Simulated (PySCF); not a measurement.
**Does the structure fit the spectrum?**

A compound C4H6 gives the data below (simulated from a calculation) and was assigned the structure `CC#CC`.

¹³C{¹H} NMR (computed): δ 31.6 (CH2, 2C), -2.0 (CH, 2C).

¹H NMR (400 MHz, computed): δ 1.39 (m, 2H), 1.34 (m, 2H), 0.37 (m, 2H).

No solvent model, rapidly exchanging positions averaged, single conformer, no relativistic terms. σ from GIAO-PBE0/pcSseg-2; geometry from PBE0-D3(BJ)/def2-TZVP; PySCF.

Chemical shifts δ = σref − σ; ¹H (31.52 ppm) and ¹³C (186.03 ppm) against TMS, all at this level.

Task: Compare with the shifts computed for the proposed structure, pairing carbons in order of shift.

Result: Atoms are numbered as in `[CH3:1][C:2]#[C:3][CH3:4]`; H(Xn) means a hydrogen on atom n.

| atom | computed for proposal | given list | difference |
| --- | --- | --- | --- |
| C2 | 82.6 | 31.6 | +51.0 |
| C3 | 82.6 | 31.6 | +51.0 |
| C1 | 4.4 | -2.0 | +6.4 |
| C4 | 4.4 | -2.0 | +6.4 |

The rms difference is 36.4 ppm and the largest +51.0 ppm at C2 (alkyne carbon). The carbon types in order of shift don't match either: C, C, CH3, CH3 for the proposal against CH2, CH2, CH, CH in the data. The proposal doesn't fit.

Task: Which isomer fits?

Result: SMILES C1[C@H]2C[C@@H]12.

Carbon types of the structure: 2 × CH, 2 × CH2, which accounts for all hydrogens. δC 31.6, -2.0: three-membered-ring carbon. δH 1.39, 1.34, 0.37: hydrogen on a three-membered-ring carbon; cyclopropane-type protons are shielded by the ring.

This is the structure that produced the data.

Shifts are as computed. Against solution values, carbons near 30 ppm lie about +3 ppm off and those near 130 ppm about +9 ppm. Of 1211 compounds with measured shifts, 218 miss one by over three times the rms of a fit or turn the order of signals round; such compounds aren't used in these exercises. Multiplicities follow the n + 1 count of equivalent neighbours, as no J values were calculated; m marks all less simple cases, F and P coupling included.
